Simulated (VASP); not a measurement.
## BN: equation of state with PBEsol

Crystal: BN.

```xyz
4
Lattice="2.4982 0.0000 0.0000 -1.2491 2.1635 0.0000 0.0000 0.0000 6.6357" Properties=species:S:1:pos:R:3 pbc="T T T"
N     1.2491    0.7212    1.6589
N     0.0000    1.4424    4.9768
B     1.2491    0.7212    4.9768
B     0.0000    1.4424    1.6589
```

```yaml
Program: VASP 6.6.1
Task: equation of state
Functional: PBEsol
Potentials_or_basis: VASP PAW PBE potentials, release 64 (N, B)
Cutoff: 520 eV
k_mesh: 12 × 12 × 4
Occupations: fermi-dirac, width 0.05 eV
Spin: no spin polarisation
Ladder: free
Further_INCAR_settings: ALGO = Normal; EDIFF = 1e-07; NBANDS = 16
```

The equilibrium volume is 9.06 Å³/atom, the bulk modulus at fixed shape and positions is 241 GPa and the pressure derivative of the bulk modulus is 3.6.

Energy against volume, from the lowest point:
| volume (Å³/atom) | energy (meV/atom) |
| --- | --- |
| 8.429 | 36.71 |
| 8.608 | 18.00 |
| 8.787 | 6.03 |
| 8.967 | 0.21 |
| 9.146 | 0.00 |
| 9.325 | 4.92 |
| 9.505 | 14.54 |

All runs of the series together: 2.1 min on 1 thread of Intel(R) Xeon(R) Platinum 8559C (Emerald Rapids), on a shared host.

Caveat: the cell was scaled at fixed shape and fractional positions, which overstates the stiffness of a crystal with free parameters, most of all of layers and chains; the PAW data sets were made with another functional, which shifts forces and pressure a little; this functional lacks dispersion, which binds the layers, so the pressure and a relaxed spacing across them are unreliable.
